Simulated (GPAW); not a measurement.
Input of a GPAW 26.7.0 run:

File run.py:

```python
from ase.filters import FrechetCellFilter
from ase.io import read, write
from ase.optimize import BFGS
from gpaw import GPAW, PW, setup_paths

setup_paths.insert(0, '.')

atoms = read('CoO.xyz')
atoms.set_initial_magnetic_moments([2.0, 0.0])

calc = GPAW(mode=PW(800),
            xc='PBEsol',
            kpts={'size': (9, 9, 9), 'gamma': True},
            occupations={'name': 'fermi-dirac', 'width': 0.05},
            nbands=17,
            convergence={'density': 1e-05, 'forces': 0.0001},
            maxiter=150,
            txt='gpaw.txt')
atoms.calc = calc
opt = BFGS(FrechetCellFilter(atoms), trajectory='relax.traj', logfile='-')
done = opt.run(fmax=0.02, steps=60)
calc.write('gs.gpw')
write('result.traj', atoms)
print('Converged:', done)
print('Cell:', atoms.cell.cellpar().round(4))
print('Volume:', round(atoms.get_volume(), 4))
print(atoms.get_scaled_positions().round(5))
```

File CoO.xyz:

```xyz
2
Lattice="-1.5080004400 1.5080004400 2.1072503600 1.5080004400 -1.5080004400 2.1072503600 1.5080004400 1.5080004400 -2.1072503600" Properties=species:S:1:pos:R:3 pbc="T T T"
Co     0.0000000000      0.0000000000      0.0000000000
O      0.0000000000      0.0000000000      2.1072503600
```

Potentials or basis: PAW data sets generated in the run's folder for this functional, pw.

The run is started by

```bash
$ gpaw-setup -f PBEsol Co O
$ OMP_NUM_THREADS=1 python run.py
```

**Question.** What does it give for the space group after relaxing (to 0.05 Å)?

**Answer.** Fm-3m (No. 225).

**Question.** What does it give for the relaxed volume?

**Answer.** 9.12 Å³/atom.

Stress tensor (GPa, compression positive):
```
-0.30  0.00  0.00
 0.00 -0.30  0.00
 0.00  0.00 -0.13
```

Caveat: each step starts from the last one's moments, so a moment once lost doesn't come back; later steps reuse the first step's grids; a cell with one magnetic atom can't hold antiferromagnetic order, which such compounds often take.
